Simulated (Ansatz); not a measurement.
Crystal: HgTe (Coloradoite).

```
Hg Te
1.0
     0.00000    3.21450    3.21450
     3.21450    0.00000    3.21450
     3.21450    3.21450    0.00000
Hg Te
1 1
Cartesian
  0.0000 0.0000 0.0000
  4.8217 4.8217 4.8217
```

* Program: Ansatz 0.2.0
* Task: single point
* Functional: PBEsol
* Potentials or basis: Ansatz PAW
* Cutoff: 420 eV (not typed: the program's choice for these potentials)
* k mesh: 7 × 7 × 7
* Occupations: fermi-dirac, width 0.05 eV
* Spin: no spin polarisation

On this cell: pressure 1.8 GPa; largest force zero by symmetry; band gap on the k mesh none (metal or under the smearing width).

The same run follows on a disturbed copy (atoms moved at random, drawn with an rms of 0.05 Å):

```xyz
2
Lattice="0.0000 3.2145 3.2145 3.2145 0.0000 3.2145 3.2145 3.2145 0.0000" Properties=species:S:1:pos:R:3 pbc="T T T"
Hg   -0.0041   -0.0227    0.0017
Te    4.8265    4.8151    4.8249
```

Problem. What changes?

Solution. The energy (extrapolated to zero smearing) moves by +0.3 meV/atom; pressure 1.8 GPa; largest force 0.075 eV/Å; band gap on the k mesh none (metal or under the smearing width).

Forces on the atoms (eV/Å):
```
Hg   0.036  0.065  0.008
Te  -0.036 -0.065 -0.008
```

Stress tensor (GPa, compression positive):
```
1.77 0.03 0.24
0.03 1.77 0.13
0.24 0.13 1.77
```

Caveats: the PAW data sets come from PBE, with cores solved anew for the run's functional, which leaves a small shift of forces and pressure.
